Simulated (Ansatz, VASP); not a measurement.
Two plane-wave programs on InPd

```xyz
2
Lattice="3.2719 0.0000 0.0000 0.0000 3.2719 0.0000 0.0000 0.0000 3.2719" Properties=species:S:1:pos:R:3 pbc="T T T"
In    0.0000    0.0000    0.0000
Pd    1.6359    1.6359    1.6359
```

The cell comes from a database or a generator and needn't be the stable form of this composition.

Alike in both runs: task single point; functional PBE; k mesh 8 × 8 × 8; occupations gaussian, width 0.011 eV; no spin polarisation.

|  | VASP | Ansatz |
| --- | --- | --- |
| version | VASP 6.6.1 | Ansatz 0.2.0 |
| potentials or method | VASP PAW PBE potentials, release 64 (In_d, Pd) | Ansatz PAW |
| plane-wave cutoff (eV) | 520 | 420 |
| valence electrons in the cell | 23 | 31 |

Ansatz gave:

| Item | Value |
| --- | --- |
| gap on the k mesh at the Fermi level (eV) | none |
| pressure (GPa) | 3.7 |

Problem. Estimate VASP's values.

Solution. gap on the k mesh at the Fermi level (eV): none; pressure (GPa): 3.8.

A gap of «none» marks a metal or a gap that the smearing closes. The functional is the same, so the differences come from potentials, cutoffs and numerics. The two sets of potentials don't hold the same shells in valence.
